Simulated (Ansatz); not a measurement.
# Cu: a stretch of c alone

One table from this session's results is given with a row withheld; the runs are named, their logs left out.

Computed with Ansatz 0.2.0 (DFT PBE, scalar-relativistic, plane waves, PAW, unless a step's input says otherwise).

2 further runs of the same task are left out: 2 set aside as unsound or not needed.

### The structure to begin with

The structure is tetragonal, space group I4/mmm (No. 139). Conventional cell: a = 2.951 Å, b = 2.951 Å, c = 2.759 Å, α = 90.00°, β = 90.00°, γ = 90.00°. Around Cu (site symmetry 4/mmm) lie 10 Cu at 2.50 to 2.76 Å.

As a file:

```cif
data_structure
_symmetry_space_group_name_H-M 'P 1'
_symmetry_Int_Tables_number 1
_cell_length_a 2.9511
_cell_length_b 2.9511
_cell_length_c 2.7591
_cell_angle_alpha 90.000
_cell_angle_beta 90.000
_cell_angle_gamma 90.000
_cell_volume 24.03
loop_
_atom_site_label
_atom_site_type_symbol
_atom_site_fract_x
_atom_site_fract_y
_atom_site_fract_z
_atom_site_occupancy
Cu1 Cu 0.00000 0.00000 0.00000 1
Cu2 Cu 0.50000 0.50000 0.50000 1
```

It goes back to an entry of the Materials Project, which need not be the stable form.

The unstrained cell was computed beforehand with the same settings: E(σ→0) = -13250.2774 eV for 2 atoms, gap none (metal).

Set-up of the first run:

File input.yaml:

```yaml
crystal:
  lattice:
    - [2.9510618436, 0.0, 0.0]
    - [0.0, 2.9510618436, 0.0]
    - [0.0, 0.0, 2.7315196881]
  atoms:
    - { symbol: Cu, position: [0.0, 0.0, 0.0] }
    - { symbol: Cu, position: [0.5, 0.5, 0.5] }
basis:
  ecutwfc: 420
kpoints:
  mp_grid: { grid: [14, 14, 16] }
hamiltonian:
  xc: pbe
scf:
  occupations: { method: gaussian, width: 0.1 }
output:
  forces: true
  stress: true
  eigenvalues: true
```

Steps of the session up to this table: The cell strained by -1.0 %; Strain +1.0 %; The cell strained by -2.0 %; Strain +2.0 %; Strain -3.0 %; The cell strained by +3.0 %.

One of the session's tables, all rows but one given; the rest of the session is left out.

It belongs to the step «Energy and stress against strain (a metal throughout)». Lengths are those of the vectors of the cell that was run; stresses in GPa:

| strain (%) | ΔE (meV/atom) | c (Å) |
| --- | --- | --- |
| -3.0 | 5.2 | 2.676 |
| -2.0 | 2.3 | 2.704 |
| -1.0 | 0.6 | 2.732 |
| +0.0 | 0.0 | 2.759 |
| +1.0 | 0.4 | 2.787 |
| +2.0 | ? | ? |
| +3.0 | 4.1 | 2.842 |

Estimate the missing values for strain (%) = +2.0.

Worked estimate for «ΔE (meV/atom)». A straight line through the neighbours (1.0, 0.4) and (3.0, 4.1) gives 0.4 + (4.1 − 0.4) × (2.0 − 1.0) / (3.0 − 1.0) = 2.2; a parabola fitted to 3 rows on both sides gives 1.8.

**Answer.** ΔE (meV/atom): 1.7; c (Å): 2.814. In «ΔE (meV/atom)» the line misses by +0.5 and the parabola by +0.1.

ΔE is over the unstrained cell. Stress in GPa, positive in compression, on the Cartesian axes of the input. 
